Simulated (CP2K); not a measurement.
Runs of CP2K 2026.2 on Pd. It takes space group Fm-3m (No. 225, cubic). The conventional cell has a = 3.893 Å, b = 3.893 Å, c = 3.893 Å, α = 90.00°, β = 90.00°, γ = 90.00°. Pd (site symmetry m-3m) is surrounded by 12 Pd at 2.75 Å. 

```csv
level,cutoff of the non-local correlation (Ry),gap on the mesh (eV),pressure (GPa)
SCAN,-,none,1.0
PBEsol,-,none,-1.0
WC,-,none,0.5
revPBE,-,none,(a)
optB88-vdW,300,none,8.8
LDA,-,none,(b)
```

Alike in all rows: task atomic charges; potentials or basis POTENTIAL_UZH Pd GTH-PBE-q18; TZVP-MOLOPT-PBE-GTH basis; no spin polarisation; cell as given; k mesh 12 × 12 × 12; smearing fermi-dirac 0.05 eV.

Question: Estimate the missing entries.

Answer: (a) 12.4; (b) -6.9.

Caveats: the potentials were made for another functional, which shifts forces and pressure; the basis of atomic orbitals isn't converged, which shifts pressures, moduli and gaps.

A k mesh can miss the band edges, and the runs leave out spin-orbit coupling on Pd.

A gap of «none» marks a metal or a gap under the smearing width.

Runs at the PBE level aren't shown here.
